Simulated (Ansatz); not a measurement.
# A series in volume scale on Ga

Results calculated with Ansatz 0.2.0, not measured. Periodic Kohn-Sham DFT of a crystal at fixed atoms, scaled to volume_scale times the given cell; pressure positive in compression, energy less spherical unpolarised free atoms, largest_vzz the field gradient of largest size among the nuclei.

The cell before it is scaled or strained (space group Cmce, No. 64):
```
cell vectors (Å)
   2.2553    -3.8224     0.0000
   2.2553     3.8224     0.0000
   0.0000     0.0000     4.5167
atoms (fractions of the cell vectors)
Ga  0.15250  0.84750  0.07850
Ga  0.65250  0.34750  0.42150
Ga  0.84750  0.15250  0.92150
Ga  0.34750  0.65250  0.57850
```

Settings of every row: method all-electron LAPW; functional PBE; relativity scalar; k mesh 9x9x8; filling fermi-dirac; smearing width 0.05 eV; basis error target 1 meV/atom; nucleus gaussian.

Atom start moment: 0 on all atoms.

| row | volume scale | V (Å³/atom) | energy less free atoms (eV/atom) | pressure (GPa) |
| --- | --- | --- | --- | --- |
| 1 | 0.94 | 18.3 | -2.8576 | 6.692 |
| 2 | 0.96 | 18.691 | -2.8718 | 5.049 |
| 3 | 0.98 | 19.079 | -2.8823 | 3.598 |
| 4 | 0.99 | 19.275 | -2.8862 | 2.935 |
| 5 | 1 | 19.469 | -2.8894 | 2.308 |
| 6 | 1.01 | 19.664 | -2.8918 | 1.715 |
| 7 | 1.02 | 19.859 | ? | ? |
| 8 | 1.04 | 20.248 | -2.8951 | 0.133 |
| 9 | 1.06 | 20.637 | -2.8943 | -0.768 |

Question: what energy less free atoms and pressure should row 7 give?

Worked fit of energy less free atoms. Take u = (V_r/V)^(2/3) − 1 with V_r = 19.372 Å³ an atom, which is twice the finite (Eulerian) strain; such expansions in the strain, on which the Birch-Murnaghan equation of state is built, carry the rest volume and the bulk modulus. The shown rows have u = 0.03868, 0.02414, 0.01021, 0.00335, -0.00332, -0.00992, -0.02905, -0.04129. Least squares give energy less free atoms = −2.8879 + 0.4782 × u + 7.86 × u² eV/atom; a straight line predicts inner rows, each left out in turn, worse (root mean square 0.0041 against 7.4e-05 eV/atom). The rows lie off it by 0.0000, 0.0000, -0.0001, 0.0000, 0.0000, 0.0001, 0.0001, -0.0001. Its lowest point lies at u = -0.0304, or V = 20.29 Å³ an atom, and the curvature there gives the bulk modulus at fixed shape and fractions, B = (4/9)(1 + u)² E″(u)/V = 51.9 GPa. Letting shape and atoms relax would as a rule lower it, by much in layered, chain or molecular crystals. The withheld row has u = -0.01642, so the fit gives −2.8879 + 0.4782 × (-0.01642) + 7.86 × (-0.01642)² = -2.8936 eV/atom.

The calculation gave -2.8936 eV/atom. The fit meets it to the printed digit.

Worked fit of pressure. Take u = (V_r/V)^(2/3) − 1 with V_r = 19.372 Å³ an atom, which is twice the finite (Eulerian) strain; such expansions in the strain, on which the Birch-Murnaghan equation of state is built, carry the rest volume and the bulk modulus. The shown rows have u = 0.03868, 0.02414, 0.01021, 0.00335, -0.00332, -0.00992, -0.02905, -0.04129. Least squares give pressure = 2.6145 + 93.972 × u + 293.18 × u² GPa; a straight line predicts inner rows, each left out in turn, worse (root mean square 0.15 against 0.0051 GPa). The rows lie off it by 0.004, -0.005, -0.007, 0.002, 0.002, 0.004, 0.001, -0.002 (root mean square 0.0039 GPa). The pressure vanishes at u = -0.0308, or V = 20.3 Å³ an atom, and there the bulk modulus at fixed shape and fractions is B = −V dP/dV = (2/3)(1 + u) dP/du = 49.1 GPa. Letting shape and atoms relax would as a rule lower it, by much in layered, chain or molecular crystals. The withheld row has u = -0.01642, so the fit gives 2.6145 + 93.972 × (-0.01642) + 293.18 × (-0.01642)² = 1.151 GPa.

The calculation gave 1.155 GPa. The fit lies 0.004 GPa (0.054 % of the column's range) below it; its largest miss of a shown row is 0.007 GPa.
